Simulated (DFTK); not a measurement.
Runs of DFTK 0.8.2 on As. The structure is trigonal, space group R-3m (No. 166). The conventional cell has a = 3.762 Å, b = 3.762 Å, c = 10.542 Å, α = 90.00°, β = 90.00°, γ = 120.00°. Around As (site symmetry 3m) lie 3 As at 2.51 Å. 

```csv
task,level,potentials or basis,k mesh,cutoff (eV),valence electrons,SCF solver,mesh quality,gap on the mesh (eV),pressure (GPa),V0 of scaled cells (Å³/atom),B0 (GPa),largest force (eV/Å)
single point,PBEsol,dojo.nc.sr.pbesol.v0_4_1.standard.upf (PBEsol),9 × 9 × 9,1143,As 15,-,not flagged,none,0.3,-,-,0.38
band structure,r2SCAN,"cp2k.nc.sr.pbe.v0_1.largecore.gth (PBE, GTH)",7 × 7 × 7,707,As 5,ScfAndersonSolver,not flagged,-,(b),-,-,0.27
band structure,r2SCAN,"cp2k.nc.sr.pbe.v0_1.largecore.gth (PBE, GTH)",7 × 7 × 7,952,As 5,ScfAndersonSolver,not flagged,-,3.0,-,-,0.27
equation of state,AM05,SPMS 1.0 (PBE),5 × 5 × 5,816,As 15,-,coarse,-,-,21.47,77,-
band structure,PBEsol,SG15 1.2 (PBE),8 × 8 × 8,952,As 5,-,not flagged,none,2.3,-,-,0.59
equation of state,PBEsol,"cp2k.nc.sr.pbe.v0_1.semicore.gth (PBE, GTH)",6 × 6 × 6,735,As 5,-,not flagged,-,-,(a),77,-
equation of state,LDA,"cp2k.nc.sr.lda.v0_1.largecore.gth (LDA, GTH)",6 × 6 × 6,735,As 5,-,not flagged,-,-,20.99,82,-
equation of state,PBEsol,"cp2k.nc.sr.pbe.v0_1.semicore.gth (PBE, GTH)",6 × 6 × 6,544,As 5,-,not flagged,-,-,22.03,76,-
band structure,PBE,SG15 1.2 (PBE),8 × 8 × 8,952,As 5,-,not flagged,none,4.0,-,-,0.48
band structure,PBEsol,SG15 1.2 (PBE),8 × 8 × 8,1225,As 5,-,not flagged,none,2.3,-,-,0.59
band structure,BJ06,"cp2k.nc.sr.pbe.v0_1.semicore.gth (PBE, GTH)",7 × 7 × 7,952,As 5,-,not flagged,none,-,-,-,-
equation of state,LDA,"cp2k.nc.sr.lda.v0_1.largecore.gth (LDA, GTH)",6 × 6 × 6,544,As 5,-,not flagged,-,-,20.99,82,-
```

Alike in all rows: no spin polarisation; cell as given; smearing fermi-dirac 0.05 eV.

**Question.** Estimate the missing entries.

**Answer.** (a) 22.02; (b) 2.9.

Caveats: some runs use coarse meshes; the potentials were made for another functional, which shifts forces and pressure (some runs); GTH potentials come without recommended cutoffs, and this one wasn't checked for convergence (some runs); the cell was scaled at fixed shape and fractional positions, which overstates the stiffness of a crystal with free parameters, most of all of layers and chains (some runs); the program warned that the kinetic-energy density falls under its von Weizsäcker bound, which can give unphysical results (some runs); the program leaves the constant c of mgga_x_tb09 at 1, so the potential is Becke-Johnson's (BJ06) and not Tran and Blaha's, with levels but no total energy (some runs).

A k mesh can miss the band edges, and the runs leave out spin-orbit coupling on As.

A gap of «none» marks a metal or a gap under the smearing width.

Not every run made on this cell is shown here.
